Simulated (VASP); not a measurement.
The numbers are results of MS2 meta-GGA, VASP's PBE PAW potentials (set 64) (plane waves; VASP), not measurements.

A VASP calculation is set up with these files.

### INCAR
```
# general
SYSTEM  = BaF2
PREC    = Accurate
ENCUT   = 520
LREAL   = .FALSE.
LASPH   = .TRUE.

# electronic loop
EDIFF   = 1E-7   # SCF stop (eV)
NELM    = 100   # most electronic steps
ALGO    = Normal   # blocked Davidson
LMAXMIX = 4
LMIXTAU = .TRUE.

# smearing
ISMEAR  = 0
SIGMA   = 0.05   # width (eV)

# functional
METAGGA = MS2

# ions
ISIF    = 2   # forces and stress, cell fixed

# output
LWAVE   = .FALSE.
LCHARG  = .FALSE.
```

File KPOINTS:
```
Automatic mesh
0
Gamma
6 6 6
0 0 0
```

**POSCAR**
```
BaF2
1.0
  0.0000000000   3.0460730473   3.0460730473
  3.0460730473   0.0000000000   3.0460730473
  3.0460730473   3.0460730473   0.0000000000
Ba F
1 2
Cartesian
  0.0000000000   0.0000000000   0.0000000000
  1.5230365237   1.5230365237   1.5230365237
  4.5691095710   4.5691095710   4.5691095710
```

POTCAR, in this order: Ba_sv F (PBE.64 set). Program: vasp_std.

What VASP printed:

### OSZICAR
```
       N       E                     dE             d eps       ncg     rms          rms(c)
DAV:   1     0.138792068937E+03    0.13879E+03   -0.12905E+04   512   0.134E+03
DAV:   2    -0.228608092886E+02   -0.16165E+03   -0.15857E+03   680   0.289E+02
DAV:   3    -0.278113238582E+02   -0.49505E+01   -0.49473E+01   648   0.605E+01
DAV:   4    -0.278565457224E+02   -0.45222E-01   -0.45218E-01   672   0.539E+00
DAV:   5    -0.278576271011E+02   -0.10814E-02   -0.10814E-02   624   0.562E-01    0.862E+00
DAV:   6    -0.184944690493E+02    0.93632E+01   -0.65477E+00   728   0.272E+01    0.377E+00
DAV:   7    -0.210388974177E+02   -0.25444E+01   -0.12691E+01   520   0.417E+01    0.460E+00
DAV:   8    -0.199461681224E+02    0.10927E+01   -0.22704E-01   680   0.497E+00    0.441E+00
DAV:   9    -0.213722260253E+02   -0.14261E+01   -0.18165E+00   512   0.969E+00    0.231E+00
DAV:  10    -0.169228877400E+02    0.44493E+01   -0.10086E+00   512   0.131E+01    0.186E+00
DAV:  11    -0.164224000411E+02    0.50049E+00   -0.15507E+00   616   0.128E+01    0.304E+00
DAV:  12    -0.164091076855E+02    0.13292E-01   -0.41798E-01   512   0.672E+00    0.198E+00
DAV:  13    -0.163823762955E+02    0.26731E-01   -0.14876E-02   680   0.113E+00    0.198E+00
DAV:  14    -0.162276004362E+02    0.15478E+00   -0.49990E-01   640   0.733E+00    0.766E-01
DAV:  15    -0.162026793335E+02    0.24921E-01   -0.22574E-02   584   0.127E+00    0.375E-01
DAV:  16    -0.163177914410E+02   -0.11511E+00   -0.19703E-01   512   0.559E+00    0.927E-01
DAV:  17    -0.163206205591E+02   -0.28291E-02   -0.39361E-03   704   0.543E-01    0.943E-01
DAV:  18    -0.163218122791E+02   -0.11917E-02   -0.51618E-04   552   0.245E-01    0.102E+00
DAV:  19    -0.163189187620E+02    0.28935E-02   -0.67851E-03   736   0.698E-01    0.616E-01
DAV:  20    -0.163242640749E+02   -0.53453E-02   -0.24261E-03   576   0.506E-01    0.419E-01
DAV:  21    -0.163213383856E+02    0.29257E-02   -0.36434E-03   560   0.434E-01    0.225E-01
DAV:  22    -0.163265005649E+02   -0.51622E-02   -0.73822E-03   512   0.913E-01    0.307E-01
DAV:  23    -0.163256460774E+02    0.85449E-03   -0.85665E-04   792   0.261E-01    0.284E-01
DAV:  24    -0.163257365420E+02   -0.90465E-04   -0.35917E-04   512   0.188E-01    0.188E-01
DAV:  25    -0.163257095342E+02    0.27008E-04   -0.54122E-05   600   0.789E-02    0.178E-01
DAV:  26    -0.163255810057E+02    0.12853E-03   -0.83128E-05   824   0.745E-02    0.148E-01
DAV:  27    -0.163255385524E+02    0.42453E-04   -0.18275E-05   520   0.471E-02    0.123E-01
DAV:  28    -0.163254992876E+02    0.39265E-04   -0.14121E-04   592   0.977E-02    0.453E-02
DAV:  29    -0.163254993281E+02   -0.40493E-07   -0.27378E-05   640   0.508E-02    0.155E-02
DAV:  30    -0.163255000821E+02   -0.75403E-06   -0.48795E-06   624   0.170E-02    0.923E-03
DAV:  31    -0.163254983378E+02    0.17444E-05   -0.18259E-06   632   0.118E-02    0.459E-03
DAV:  32    -0.163254971111E+02    0.12267E-05   -0.74127E-07   568   0.927E-03    0.122E-03
DAV:  33    -0.163254971020E+02    0.90954E-08   -0.10579E-07   464   0.354E-03
   1 F= -.16325497E+02 E0= -.16325497E+02  d E =-.362097E-12
```

OUTCAR:
```
------------------------ aborting loop because EDIFF is reached ----------------------------------------
  FORCE on cell =-STRESS in cart. coord.  units (eV):
  Direction    XX          YY          ZZ          XY          YZ          ZX
  --------------------------------------------------------------------------------------
  Total        1.4571998      1.4571998      1.4571998     -0.0000000      0.0000000      0.0000000
  in kB       41.3027278     41.3027278     41.3027278     -0.0000000      0.0000000      0.0000000
  external PRESSURE =      41.3027278 kB  Pullay stress =       0.0000000 kB
  volume of cell :       56.53
      direct lattice vectors                 reciprocal lattice vectors
     0.000000000  3.046073047  3.046073047    -0.164145768  0.164145768  0.164145768
     3.046073047  0.000000000  3.046073047     0.164145768 -0.164145768  0.164145768
     3.046073047  3.046073047  0.000000000     0.164145768  0.164145768 -0.164145768
 POSITION                                       TOTAL-FORCE (eV/Angst)
 -----------------------------------------------------------------------------------
      0.00000      0.00000      0.00000         0.000000      0.000000      0.000000
      1.52304      1.52304      1.52304        -0.000000      0.000000     -0.000000
      4.56911      4.56911      4.56911         0.000000     -0.000000      0.000000
 -----------------------------------------------------------------------------------
    total drift:                               -0.000000     -0.000000      0.000000
  FREE ENERGIE OF THE ION-ELECTRON SYSTEM (eV)
  ---------------------------------------------------
  free  energy   TOTEN  =       -16.3254971020 eV

  energy  without entropy=      -16.3254971020  energy(sigma->0) =      -16.32549710
```
(Selected blocks of OUTCAR.)

The compound is BaF2 in the fluorite structure. This cell is one point of a volume scan, at 0.94 of the reference volume.
